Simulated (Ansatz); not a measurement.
## FeO (Wuestite) under changes of volume

One of the cells (10.013 Å³/atom); the others are scaled copies at fixed shape and fractional positions:

```
CELL_PARAMETERS angstrom
0.00000 2.15540 2.15540
2.15540 0.00000 2.15540
2.15540 2.15540 0.00000
ATOMIC_POSITIONS crystal
Fe 0.00000 0.00000 0.00000
O 0.50000 0.50000 0.50000
```

| Quantity | Value |
| --- | --- |
| Program | Ansatz 0.2.0 |
| Functional | PBEsol |
| Potentials or basis | Ansatz PAW |
| Cutoff | 420 eV (not typed: the program's choice for these potentials) |
| k mesh | 11 × 11 × 11 |
| Occupations | fermi-dirac, width 0.05 eV |
| Spin | collinear spin, ferromagnetic start |
| Starting moments | [3.0, 0.0] μB |

```tsv
volume (Å³/atom)	energy over the lowest point (meV/atom)	pressure (GPa)
9.413	1.58	3.5
9.613	0.00	-0.9
9.813	3.83	-5.0
10.013	12.43	-8.5
10.214	?	?
10.414	41.74	-14.6
10.614	61.77	-17.1
```

**Question.** What does the run at 10.214 Å³/atom give?

**Answer.** Energy over the lowest point 25.18 meV/atom; pressure -11.7 GPa.

Worked out: A Birch-Murnaghan fit of order 3 (a polynomial in V^(-2/3)) to the other rows has its minimum at 9.57 Å³/atom with B0 = V·E''(V) = 209 GPa and B' = 4.4. It gives 25.22 meV/atom at 10.214 Å³/atom, against the run's 25.18, and -dE/dV = -11.8 GPa, against -11.7.

Energies are extrapolated to zero smearing.

Caveats: a cell with one magnetic atom can't hold antiferromagnetic order, which such compounds often take; the PAW data sets come from PBE, with cores solved anew for the run's functional, which leaves a small shift of forces and pressure.
